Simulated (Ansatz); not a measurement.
# Al (Im-3m) in Ansatz: notebook, part 2 of 2

Ansatz 0.2.0.

### 4 Relaxation of cell and atoms, PBEsol+D3(BJ)-ATM

File input.yaml:

```yaml
crystal:
  lattice:
    - [-1.59121869, 1.59121869, 1.59121869]
    - [1.59121869, -1.59121869, 1.59121869]
    - [1.59121869, 1.59121869, -1.59121869]
  atoms:
    - { symbol: Al, position: [0.0, 0.0, 0.0] }
hamiltonian:
  xc: pbesol
  pseudopotentials: { kind: paw }
  dispersion: d3bjatm
kpoints:
  mp_grid: { grid: [12, 12, 12] }
scf:
  occupations: { method: fermi_dirac, width: 0.05 }
output:
  forces: true
  stress: true
  eigenvalues: true
relax:
  f_tol: 0.01
  max_steps: 40
  cell: { stress_tol: 0.05 }
```

Potentials or basis: Ansatz PAW.

The run is started by

```console
ansatz run input.yaml --threads 2 --pin off --max-ram 5632MiB --backend cpu --events-out ev --progress --plain --runs-dir out
```

The log of the run:

```text
Warning: RAYON_NUM_THREADS=2 ignored (pool sized by the plan → 2); use --threads N
Engine: ansatz 0.2.0, aarch64-unknown-linux-gnu
Pseudopotentials: kind: paw
Pseudopotential: Al, paw, valence charge 3, recommended cutoff 420 eV (normal), Al.paw.azcp
Functional definition: PBEsol
  exchange = pbesol_x
  correlation = pbesol_c
Crystal: 1 atoms, lattice volume = 16.116 Å³
Basis set: ecut = 420 eV, 321 PW (Γ), exchange–correlation on 40×40×40 points (8 copies of the dense FFT grid, shifted against one another)
Bands: 6, of which v1, the nominal top of the filled ones, is band 2 counted from 1 (1 counted from 0)
Symmetry: 48 space group operations
Space group: Im-3m (ITA 229), of the structure as read, at distance tolerance 2.5e-5 Å
k-points: 72 of 1728
Non-local potential: Al, projectors of the file, l = 0: 2, l = 1: 2, l = 2: 1
PAW form: soft (Blöchl's): semilocal exchange-correlation on the pseudo side does not see the compensation charge
PAW frozen core: Al, regenerated for the run's functional, and the local potential with it (the file was generated under x = pbe(κ = 0.804, μ = 0.2195149727645171), c = pbe(β = 0.06672455060314922))
PAW one-centre angular grid: Al, 110 points (default); XC on 64 Gauss nodes
Initial density: superposition of atomic densities (neutral atoms: chi_scale 0, normalization atom), corrected by the library's trained network
Initial wavefunctions: pseudopotential atomic-orbital guess
Functional: x = pbesol(κ = 0.804, μ = 0.12345679012345678), c = pbesol(β = 0.046)
SCF iter   1: F=—  HF=-524.751643 eV  |F-HF|=—  |Δ(HF+E_count)|=         —  Δρ=4.30e-4  dr2=8.12e-6  ethr=1.77e-3  ⟨swp⟩=4.6  Hψ=3864  notcnv=0
preconditioner: auto → none  [metal: Δε(μ)=0.059 eV  Ē_g=13.418 eV  σ=0.050 eV  W_gap=0.28  n_scr=0 (ndim 8)  ℏωp=16.0 eV  f_vac=0.000  D(μ)=0.50/eV (n_scr^D=0)]
SCF iter   2: F=—  HF=-524.751649 eV  |F-HF|=—  |Δ(HF+E_count)|=   5.61e-6  Δρ=2.15e-4  dr2=1.82e-6  ethr=2.71e-7  ⟨swp⟩=2.0  Hψ=1113  notcnv=0
iter 3 did not close the SCF: its close was put off for the readings that it lacked (scf_convergence_deferred on its scf_iter line)
SCF iter   3: F=-524.751649 eV  HF=-524.751649 eV  |F-HF|=5.47e-9  |Δ(HF+E_count)|=   2.69e-7  Δρ=1.30e-5  dr2=2.15e-8  ethr=6.08e-8  ⟨swp⟩=2.1  Hψ=527  notcnv=0
iter 4 did not close the SCF: its close was put off for the readings that it lacked (scf_convergence_deferred on its scf_iter line)
SCF iter   4: F=-524.751649 eV  HF=-524.751649 eV  |F-HF|=2.73e-11  |Δ(HF+E_count)|=   4.69e-9  Δρ=1.20e-6  dr2=6.49e-11  ethr=7.17e-10  ⟨swp⟩=1.3  Hψ=442  notcnv=0
iter 5 did not close the SCF: its close was put off for the readings that it lacked (scf_convergence_deferred on its scf_iter line)
SCF iter   5: F=-524.751649 eV  HF=-524.751649 eV  |F-HF|=2.84e-12  |Δ(HF+E_count)|=  3.64e-12  Δρ=1.24e-7  dr2=2.03e-12  ethr=2.16e-12  ⟨swp⟩=2.2  Hψ=525  notcnv=0
SCF iter   6: F=-524.751649 eV  HF=-524.751649 eV  |F-HF|=1.14e-13  |Δ(HF+E_count)|=  2.84e-12  Δρ=7.31e-9  dr2=7.40e-15  ethr=1.00e-12  ⟨swp⟩=1.9  Hψ=1403  notcnv=0
SCF 1 converged in 6 iterations: F = -524.751649 eV  dr2 = 7.40e-15
[... 19 lines left out ...]
SCF 3 converged in 4 iterations: F = -524.751973 eV  dr2 = 8.48e-13
relax step   3: F+E_penalty+E_count = -524.75197306 eV  Δ(F+E_penalty+E_count) = +4.319e-5 eV  max|allowed force component| = 0.000e0 eV/Å  Δτ_max = 0.0000 Å  P = -0.011 GPa  Ω = 15.972 Å³  stress off target by 1.09e-2 GPa  SCF on the basis re-selected at this cell (its energy is not comparable with the rows above)  (4 SCF iters)
basis re-selected at this cell: Δ(F+E_penalty+E_count) = +4.319e-5 eV, ΔP = -0.007 GPa vs the last step (what re-selecting the basis moved, of the pressure what is left beyond the Pulay correction that the steps carried, after the strain that the cell walked since its last selection, with what the two solves' SCF thresholds leave and, on support functions, any second-order correction that the steps lacked; it is no measure of the basis error at this ecutwfc). This SCF's stress stands 1.09e-2 GPa from its target on what of the cell is left free (relax.cell.stress_tol is 5.00e-2 GPa) and its largest allowed force component is 0.00e0 eV/Å (relax.f_tol is 1.00e-2 eV/Å): within both
SCF converged after 4 iterations
Free energy (F): -524.751973 eV
Harris-Foulkes:  -524.751973 eV  (|F-HF|=0.00e0)
Internal energy: -524.747808 eV  (E = F + TS)
E sigma→0 (E₀):  -524.749891 eV
Entropy (-TS):   -0.004165 eV (-4.165 meV/atom)
Fermi energy:    8.211028 eV
--- Per-component energies (eV) ---
  E_band       = 11.231484
  E_kinetic    = 23.261346
  E_local      = 10.300562  (includes V_loc(G=0)·N_el)
  E_nonlocal   = 10.611928
  E_hartree    = 0.071545
  E_xc         = -39.614430
  E_vxc        = -29.413726  (∫ρ·V_xc dr)
  E_paw        = -454.766560  (= ΣΔE_a)
  E_vpaw       = -3.671714  (= ΣTr[D̂ρ^β])
  E_aug_tail   = -0.000002  (compensation charges beyond the density's cutoff)
  E_ewald      = -74.320549
  E_disp       = -0.310786  (pairwise vdW)
  E_core_change = 0.019139  (= ΣΔE_core)
  E_smearing   = -0.004165  (= −TS)
  E_closure    = -0.000000  (closes the sum)
  Σ components = -524.751973   (vs F -524.751973, Δ=0.00e0)
--- Forces (eV/Å), atoms counted from 1 ---
  atom   1  Al     0.00000000    -0.00000000    -0.00000000
  max |Σ_I F_I| component: 4.49e-33 eV/Å
--- Stress (GPa, compression-positive) ---
       -0.010870       0.000000      -0.000000
        0.000000      -0.010870      -0.000000
       -0.000000      -0.000000      -0.010870
  P = ⅓ Tr σ = -0.0109 GPa (-0.109 kbar)
--- Band table (eV; the first three rows and the last of 72) ---
  k-point 0: bands = ["-3.1192", "21.5624", "21.5624", "21.5624", "23.3702", "23.3702"]
  k-point 1: bands = ["-2.9153", "19.4637", "20.4812", "20.8129", "22.5010", "23.4487"]
  k-point 2: bands = ["-2.3051", "16.0153", "19.1236", "19.4563", "21.1431", "22.3045"]
  k-point 71: bands = ["10.1495", "10.1495", "10.1495", "11.1411", "11.1411", "14.2007"]
--- Relaxed structure (2 steps of the walk, 2 accepted, 1 SCFs on fresh bases) ---
  F+E_penalty+E_count = -524.75197306 eV   max|allowed force component| = 0.000e0 eV/Å   (the final SCF, on the basis selected at the relaxed cell)
  cell:  # Å, volume = 15.9722 Å³
    - [-1.586482630146263, 1.586482630146263, 1.586482630146263]
    - [1.586482630146263, -1.586482630146263, 1.586482630146263]
    - [1.586482630146263, 1.586482630146263, -1.586482630146263]
  atoms:
    - { symbol: Al, position: [0.0, 0.0, 0.0] }
```

Run time: 1.4 s. Hardware: 2 threads of Arm Neoverse V2, shared host; peak memory 0.25 GiB.

What came out:

* Free energy: -524.7520 eV
* Relaxed volume: 15.97 Å³/atom
* Relaxed cell: a = 2.748 Å, b = 2.748 Å, c = 2.748 Å, α = 109.47°, β = 109.47°, γ = 109.47°
* Space group after relaxing (to 0.05 Å): Im-3m (No. 229)
* Energy gained by relaxing: 0.3 meV/atom
* Ionic steps: 3
* Pressure after relaxing: 0.0 GPa
* Band gap on the k mesh: none (metal or under the smearing width)

Step by step:
| step | energy change (eV) | largest force (eV/Å) | volume (Å³) |
| --- | --- | --- | --- |
| 1 | 0.0000 | 0.0000 | 16.12 |
| 2 | -0.0004 | 0.0000 | 15.97 |
| 3 | -0.0003 | 0.0000 | 15.97 |

Final structure:
```xyz
1
Lattice="-1.5865 1.5865 1.5865 1.5865 -1.5865 1.5865 1.5865 1.5865 -1.5865" Properties=species:S:1:pos:R:3 pbc="T T T"
Al    0.0000    0.0000    0.0000
```

Levels at points of the mesh, in eV from the Fermi level:
| k point | band 1 | band 2 | band 3 | band 4 |
| --- | --- | --- | --- | --- |
| (0.00, 0.00, 0.00) | -11.33 | 13.35 | 13.35 | 13.35 |
| (0.00, 0.00, -0.50) | -4.42 | -3.88 | 8.31 | 8.42 |
| (-0.50, -0.50, -0.50) | 1.94 | 1.94 | 1.94 | 2.93 |

Caveat: the plane-wave basis is chosen anew once the cell has moved, so the energies of steps on either side of that aren't comparable; pairwise dispersion overbinds metals, which lowers pressure and volume; the PAW data sets come from PBE, with cores solved anew for the run's functional, which leaves a small shift of forces and pressure.

### 5 Relaxation of cell and atoms, PBEsol+D4

input.yaml, as its differences from that of step 4:

```diff
@@ -10,3 +10,3 @@
   pseudopotentials: { kind: paw }
-  dispersion: d3bjatm
+  dispersion: d4
 kpoints:
@@ -19,2 +19,6 @@
   eigenvalues: true
+  write_density: true
+  write_potential: true
+  elf: true
+  volumetric_format: npy
 relax:
```

The run is started by

```console
ansatz run input.yaml --threads 2 --pin off --max-ram 5632MiB --backend cpu --events-out ev --progress --plain --runs-dir out
```

It took 1.5 s on 2 threads of Arm Neoverse V2, shared host; peak memory 0.25 GiB.

It converged, with:

| Item | Value |
| --- | --- |
| Free energy | -524.6484 eV |
| Relaxed volume | 16.18 Å³/atom |
| Relaxed cell | a = 2.760 Å, b = 2.760 Å, c = 2.760 Å, α = 109.47°, β = 109.47°, γ = 109.47° |
| Space group after relaxing (to 0.05 Å) | Im-3m (No. 229) |
| Energy gained by relaxing | 0.1 meV/atom |
| Ionic steps | 3 |
| Pressure after relaxing | 0.0 GPa |
| Band gap on the k mesh | none (metal or under the smearing width) |

Final structure:
```cif
data_structure
_symmetry_space_group_name_H-M 'P 1'
_symmetry_Int_Tables_number 1
_cell_length_a 2.7598
_cell_length_b 2.7598
_cell_length_c 2.7598
_cell_angle_alpha 109.471
_cell_angle_beta 109.471
_cell_angle_gamma 109.471
_cell_volume 16.18
loop_
_atom_site_label
_atom_site_type_symbol
_atom_site_fract_x
_atom_site_fract_y
_atom_site_fract_z
_atom_site_occupancy
Al1 Al 0.00000 0.00000 0.00000 1
```

Levels at points of the mesh, in eV from the Fermi level:
| k point | band 1 | band 2 | band 3 | band 4 |
| --- | --- | --- | --- | --- |
| (0.00, 0.00, 0.00) | -11.23 | 13.28 | 13.28 | 13.28 |
| (0.00, 0.00, -0.50) | -4.36 | -3.86 | 8.28 | 8.32 |
| (-0.50, -0.50, -0.50) | 1.92 | 1.92 | 1.92 | 2.96 |

Caveat: the plane-wave basis is chosen anew once the cell has moved, so the energies of steps on either side of that aren't comparable; pairwise dispersion overbinds metals, which lowers pressure and volume; the PAW data sets come from PBE, with cores solved anew for the run's functional, which leaves a small shift of forces and pressure.

### 6 Overview

| level | gap on the mesh (eV) | pressure (GPa) | relaxed volume (Å³/atom) |
| --- | --- | --- | --- |
| PBEsol | none | 0.0 | 16.59 |
| PBEsol+D3(BJ) | none | 0.0 | 15.90 |
| PBEsol+D3(BJ)-ATM | none | 0.0 | 15.97 |
| PBEsol+D4 | none | 0.0 | 16.18 |

Alike in all rows: task relaxation of cell and atoms; potentials or basis Ansatz PAW; no spin polarisation; cell relaxed; k mesh 12 × 12 × 12; cutoff (eV) 420; smearing fermi-dirac 0.05 eV.

Caveats: the plane-wave basis is chosen anew once the cell has moved, so the energies of steps on either side of that aren't comparable; the PAW data sets come from PBE, with cores solved anew for the run's functional, which leaves a small shift of forces and pressure; pairwise dispersion overbinds metals, which lowers pressure and volume (some runs).

Total energies depend on the potentials used, so only differences within one code and one set of settings carry meaning.
